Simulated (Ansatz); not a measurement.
NaI built on the wurtzite prototype (no longer in that coordination), relaxed with r2SCAN: 5 runs in Ansatz 0.2.0, each a calculation of independent-particle optics. Space group P6_3/mmc (No. 194), hexagonal; conventional cell a = 5.416 Å, c = 6.459 Å, 41.03 Å³ an atom. Na has 5 I at 3.13–3.23 Å; I has 5 Na at 3.13–3.23 Å. All values are calculated for a non-magnetic cell, which may be hypothetical.

```
Na I
1.0
     5.41648    0.00000    0.00000
    -2.70824    4.69081    0.00000
     0.00000    0.00000    6.45918
Na I
2 2
Cartesian
  0.0000 3.1272 -0.4040
  2.7082 1.5636 2.8256
  0.0000 3.1272 2.8262
  2.7082 1.5636 6.0558
```

On meshes this coarse, single peaks can be features of the mesh. No local fields, no excitons; the zone sum runs over the cells of the mesh, and ε∞ includes the bands left out of the spectrum. Up to four peaks are listed, those above 15 % of the tallest and inside the complete range; the four can differ from row to row. Rows marked drawn have settings drawn at random (some not listed).

| functional | k mesh | broadening (eV) | scissors (eV) | range (eV) | settings | direct gap on the mesh before scissors (eV) | ε∞ xx | ε∞ yy | ε∞ zz | complete up to (eV) | tallest peaks of mean ε₂ (eV) |
| --- | --- | --- | --- | --- | --- | --- | --- | --- | --- | --- | --- |
| PBE | 6×6×4 | 0.1 | 0.00 | 0–17 | chosen | 3.56 | 3.15 | 3.15 | 3.30 | 17.0 | 5.75 6.45 7.50 7.85 |
| r2SCAN | 6×6×4 | 0.1 | 0.00 | 0–17 | chosen | 4.19 | 2.91 | 2.91 | 3.01 | 17.0 | 6.80 7.15 7.95 8.50 |
| LDA | 6×6×4 | 0.1 | 0.00 | 0–17 | chosen | 3.24 | 3.28 | 3.28 | 3.45 | 17.0 | 5.50 7.10 7.40 7.65 |
| PBE | 6×6×4 | 0.1 | 0.97 (to HSE06) | 0–17 | chosen | 3.56 | 2.90 | 2.90 | 3.03 | 17.0 | 6.75 7.40 8.50 8.80 |
| PBEsol | 6×6×2 | 0.4 | 0.00 | 2–20 | drawn | 3.47 | 3.19 | 3.19 | 3.36 | 20.0 | 7.45 11.20 |

No spin-orbit coupling is included; it can move band edges with weight on the heavy atoms by tenths of an eV.
